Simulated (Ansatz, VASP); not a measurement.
Sb in VASP and in Ansatz

```xyz
1
Lattice="-1.8713 1.8713 1.8713 1.8713 -1.8713 1.8713 1.8713 1.8713 -1.8713" Properties=species:S:1:pos:R:3 pbc="T T T"
Sb    0.0000    0.0000    0.0000
```

This isn't the form of Sb at room conditions, which is rhombohedral.

Alike in both runs: task single point; functional PBE; k mesh 10 × 10 × 10; occupations fermi-dirac, width 0.05 eV; no spin polarisation.

|  | VASP | Ansatz |
| --- | --- | --- |
| version | VASP 6.6.1 | Ansatz 0.2.0 |
| potentials or method | VASP PAW PBE potentials, release 64 (Sb), cutoff 520 eV | all-electron LAPW, scalar-relativistic |

Ansatz gave:

* gap on the k mesh at the Fermi level (eV): none
* pressure (GPa): 3.2

Task: Which values does VASP return?

Result: gap on the k mesh at the Fermi level (eV): none; pressure (GPa): 3.0.

A gap of «none» marks a metal or a gap that the smearing closes. Ansatz ran all-electron here, so the differences hold the error of VASP's frozen core and of both bases.

Spin-orbit coupling is left out, which matters for the levels of Sb.
